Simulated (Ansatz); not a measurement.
P: what the smearing entropy tells about the Fermi level

Method: DFT PBE, scalar-relativistic, plane waves, PAW (Ansatz).

```
CELL_PARAMETERS angstrom
2.42469 0.00000 0.00000
0.00000 2.43854 0.00000
-0.02031 0.00000 4.85243
ATOMIC_POSITIONS crystal
P 0.00000 0.00000 0.25057
P 0.00000 0.00000 0.74943
```

* plane-wave cutoff: 420 eV
* Γ-centred k-mesh: 18×18×10
* spin treatment: unpolarised

The same metal under several smearings of width σ, on one mesh. F is the free energy, TS the smearing's entropy term for the cell of 2 atoms, and E = F + TS. Gaussian occupations are ½ erfc[(ε − μ)/σ], and N counts both spins.

| rule | σ (eV) | F − F(narrowest) (meV/atom) | TS (meV/cell) |
| --- | --- | --- | --- |
| Fermi–Dirac | 0.05 | -1.529 | 6.103 |
| Fermi–Dirac | 0.1 | -5.950 | 23.039 |
| Fermi–Dirac | 0.2 | -22.609 | 87.106 |
| Fermi–Dirac | 0.3 | -49.693 | 195.289 |
| Gaussian | 0.02 | 0.000 | 0.144 |
| Gaussian | 0.05 | -0.204 | 0.992 |
| Gaussian | 0.1 | -0.931 | 3.806 |
| Gaussian | 0.5 | -21.611 | 82.863 |

For a density of states N (both spins) that is flat over the smeared range, TS = Nσ²/2 (Gaussian) and (π²/3)Nσ² (Fermi–Dirac). What N does each run give?

```tsv
rule	σ (eV)	N (states/eV a cell)
Fermi–Dirac	0.05	0.74
Fermi–Dirac	0.1	0.70
Fermi–Dirac	0.2	0.66
Fermi–Dirac	0.3	0.66
Gaussian	0.02	0.72
Gaussian	0.05	0.79
Gaussian	0.1	0.76
Gaussian	0.5	0.66
```

Equal entropy needs σ_Gauss = π√(2/3) σ_FD = 2.57 σ_FD, so a Fermi–Dirac width acts like a Gaussian one 2.57 times as large. At moderate widths N lies between 0.70 and 0.79. The drift shows structure in the density of states within the smeared window (a rise with width points to a dip at the Fermi level, a fall to a peak or a steep flank), or a mesh too coarse for the narrower widths. At the narrowest widths only the few mesh levels within σ of μ count, so N can scatter there.

To second order F = E0 − TS/2 and E = E0 + TS/2. How well does E0 = (E + F)/2 undo the smearing?

```csv
rule,σ (eV),F − E0(narrowest) (meV/atom),(E + F)/2 − E0(narrowest) (meV/atom)
Fermi–Dirac,0.05,-1.56,-0.04
Fermi–Dirac,0.1,-5.99,-0.23
Fermi–Dirac,0.2,-22.64,-0.87
Fermi–Dirac,0.3,-49.73,-0.91
Gaussian,0.02,-0.04,0.00
Gaussian,0.05,-0.24,0.01
Gaussian,0.1,-0.97,-0.02
Gaussian,0.5,-21.65,-0.93
```

At Fermi–Dirac 0.1 eV the free energy is off by -5.99 meV/atom and the mean by -0.23. What remains is of order σ⁴ plus the mesh error of the narrowest run, which is no exact reference. Forces and stress are derivatives of F, not of E0, so they keep the σ² error.

This simple cubic form isn't the element's structure at ambient conditions.

5 further runs of this set aren't shown, and 5 didn't finish or converge.

Cost: 8 runs of about 3.7 core-minutes in all, on Arm Neoverse N1 (shared hosts).

The entropy describes a metal with a modest, fairly smooth density of states at the Fermi level, of the size expected for nearly free electrons. That fits simple cubic phosphorus, where the half-filled 3p shell forms broad σ bands along the chains of neighbours instead of the localised bonds and lone pairs of the semiconducting layered form. N mostly falls as the smearing widens, which suggests that the Fermi level sits on a weak local maximum or a flank. The Gaussian run at 0.02 eV breaks this trend, probably through sparse sampling. The two rules agree at comparable effective widths, so the fall reflects the bands more than the shape of the smearing function.

Averaging E and F removes most of the smearing error, but the remainder doesn't follow a clean fourth-power law: between Fermi–Dirac 0.2 and 0.3 eV it barely grows, from -0.87 to -0.91 meV/atom. Higher-order terms probably partly cancel there, so this plateau is no sign of convergence. Nor does a finite N show that the cubic lattice resists a Peierls-type distortion.
